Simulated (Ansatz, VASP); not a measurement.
NaH in VASP and in Ansatz

```
Na H
1.0
     2.24104    2.24104    0.00000
    -2.24104    2.24104    0.00000
     0.00000    2.24104    2.24104
Na H
1 1
Direct
  0.00000 0.00000 0.00000
  0.50000 0.50000 0.00000
```

Alike in both runs: task single point; functional PBEsol; k mesh 8 × 8 × 8; no spin polarisation.

|  | VASP | Ansatz |
| --- | --- | --- |
| version | VASP 6.6.1 | Ansatz 0.2.0 |
| potentials or method | VASP PAW PBE potentials, release 64 (Na_pv, H), cutoff 520 eV | all-electron LAPW, scalar-relativistic |
| occupations | gaussian, width 0.01 eV | fixed |

|  | VASP | Ansatz | Ansatz less VASP |
| --- | --- | --- | --- |
| gap on the k mesh at the Fermi level (eV) | 3.93 | 3.93 | +0.002 |
| pressure (GPa) | 7.0 | 7.0 | -0.03 |

Ansatz ran all-electron here, so the differences hold the error of VASP's frozen core and of both bases.

Caveats: the PAW data sets were made with another functional, which shifts forces and pressure a little (VASP). A k mesh can miss the band edges.
